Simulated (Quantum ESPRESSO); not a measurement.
Runs of Quantum ESPRESSO 7.5 on SnS2. Symmetry: P-3m1, No. 164, trigonal system. The conventional cell has a = 3.648 Å, b = 3.648 Å, c = 5.899 Å, α = 90.00°, β = 90.00°, γ = 120.00°. Around Sn (site symmetry -3m) lie 6 S at 2.57 Å. S (site symmetry 3m) has 3 Sn at 2.57 Å as nearest neighbours. The cell was built by a generator and needn't be a form met in nature.

```tsv
level	potentials or basis	cutoff (eV)	smearing	form of the LDA correlation	gap on the mesh (eV)	pressure (GPa)
LDA	PseudoDojo 0.4.1 SR LDA standard	980	gaussian 0.05 eV	PW92	(a)	0.0
optB86b-vdW	SSSP 1.3 efficiency PBE	816	fermi-dirac 0.05 eV	-	1.27	0.0
vdW-DF2	SSSP 1.3 efficiency PBE	816	gaussian 0.05 eV	-	(b)	0.1
PBEsol	PseudoDojo 0.4.1 SR PBEsol standard	980	fermi-dirac 0.05 eV	-	1.41	0.0
vdW-DF-cx	SSSP 1.3 efficiency PBE	816	fermi-dirac 0.05 eV	-	1.29	0.0
```

Alike in all rows: task relaxation of cell and atoms; no spin polarisation; cell relaxed to 0.3 kbar; k mesh 8 × 8 × 5.

Problem. Fill in the values left out.

Solution. (a) 1.13; (b) 0.89.

Caveats: spin-orbit coupling is left out, which moves the levels of the heavy elements; an odd mesh through Γ misses points on the zone boundary, where band edges often lie; the potentials were made for another functional, which shifts forces and pressure (some runs); this functional lacks dispersion, which binds the layers, so the pressure and a relaxed spacing across them are unreliable (some runs).

A k mesh can miss the band edges, and the runs leave out spin-orbit coupling on Sn.

Runs at the PBE level aren't shown here.
